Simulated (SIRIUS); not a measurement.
**Pt under changes of volume**

One of the cells (15.381 Å³/atom); the others are scaled copies at fixed shape and fractional positions:

```xyz
1
Lattice="0.0000 1.9739 1.9739 1.9739 0.0000 1.9739 1.9739 1.9739 0.0000" Properties=species:S:1:pos:R:3 pbc="T T T"
Pt    0.0000    0.0000    0.0000
```

```yaml
Program: SIRIUS 7.12.0
Functional: PBE
Potentials_or_basis: PseudoDojo 0.4.1 PBE standard (scalar relativistic)
Cutoff: 1152 eV
Density_cutoff: 4606 eV
k_mesh: 12 × 12 × 12
Occupations: fermi-dirac, width 0.05 eV
Spin: no spin polarisation
```

```csv
volume (Å³/atom),energy over the lowest point (meV/atom),pressure (GPa)
14.175,127.48,31.4
14.477,76.25,23.3
14.778,39.43,16.1
15.381,?,?
15.683,0.00,-1.0
15.985,6.16,-5.4
```

Task: What does the run at 15.381 Å³/atom give?

Result: Energy over the lowest point 2.69 meV/atom; pressure 4.0 GPa.

Worked out: A Birch-Murnaghan fit of order 3 (a polynomial in V^(-2/3)) to the other rows has its minimum at 15.62 Å³/atom with B0 = V·E''(V) = 250 GPa and B' = 5.3. It gives 2.69 meV/atom at 15.381 Å³/atom, against the run's 2.69, and -dE/dV = 4.0 GPa, against 4.0.

Energies are extrapolated to zero smearing.
